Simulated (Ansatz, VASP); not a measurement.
Given: the input of a run of VASP 6.6.1 on GaN.

The input INCAR:

```
ALGO = Normal
EDIFF = 1E-7
ENCUT = 520
GGA = PE
ISIF = 2
ISMEAR = -1
LASPH = True
LCHARG = False
LREAL = False
LWAVE = False
NBANDS = 16
NELM = 80
PREC = Accurate
SIGMA = 0.05
```

File KPOINTS:

```
k-points
0
Gamma
  11 11 11
```

POSCAR

```
GaN
1.0
    0.0000000000      2.0916465448      2.0916465448
    2.0916465448      0.0000000000      2.0916465448
    2.0916465448      2.0916465448      0.0000000000
Ga N
1 1
Direct
    0.0000000000      0.0000000000      0.0000000000
    0.5000000000      0.5000000000      0.5000000000
```

Potentials or basis: VASP PAW PBE potentials, release 64 (Ga_d, N).

Command:

```bash
$ cat potpaw_PBE.64/Ga_d/POTCAR potpaw_PBE.64/N/POTCAR > POTCAR
$ mpirun -np 1 vasp_std > vasp.out
```

**Question.** Set up the same calculation for Ansatz 0.2.0. Potentials there: Ansatz PAW.

**Answer.** As run (the cutoff follows the program's own potentials):

Contents of input.yaml:

```yaml
crystal:
  lattice:
    - [0.0, 2.0916465448, 2.0916465448]
    - [2.0916465448, 0.0, 2.0916465448]
    - [2.0916465448, 2.0916465448, 0.0]
  atoms:
    - { symbol: Ga, position: [0.0, 0.0, 0.0] }
    - { symbol: "N", position: [0.5, 0.5, 0.5] }
hamiltonian:
  xc: pbe
  pseudopotentials: { kind: paw }
kpoints:
  mp_grid: { grid: [11, 11, 11] }
scf:
  occupations: { method: fermi_dirac, width: 0.05 }
output:
  forces: true
  stress: true
  eigenvalues: true
```

Potentials or basis: Ansatz PAW.

Command:

```bash
$ ansatz run input.yaml --threads 2 --pin off --max-ram 5120MiB --backend cpu --events-out ev --progress --plain --runs-dir out
```

Both were run:

|  | VASP | Ansatz | Ansatz less VASP |
| --- | --- | --- | --- |
| gap on the k mesh at the Fermi level (eV) | 0.93 | 0.94 | +0.011 |
| least direct gap on the mesh (eV) | 3.14 | 3.14 | -0.005 |
| pressure (GPa) | 15.4 | 14.5 | -0.91 |

The functional is the same, so the differences come from potentials, cutoffs and numerics.

Caveats: an odd mesh through Γ misses points on the zone boundary, where band edges often lie (VASP); odd divisions of the mesh miss points on the zone boundary, where band edges often lie, so the gap on the mesh can be too wide (Ansatz); the pressure holds a Pulay correction of +0.7 GPa for the finite cutoff (Ansatz).
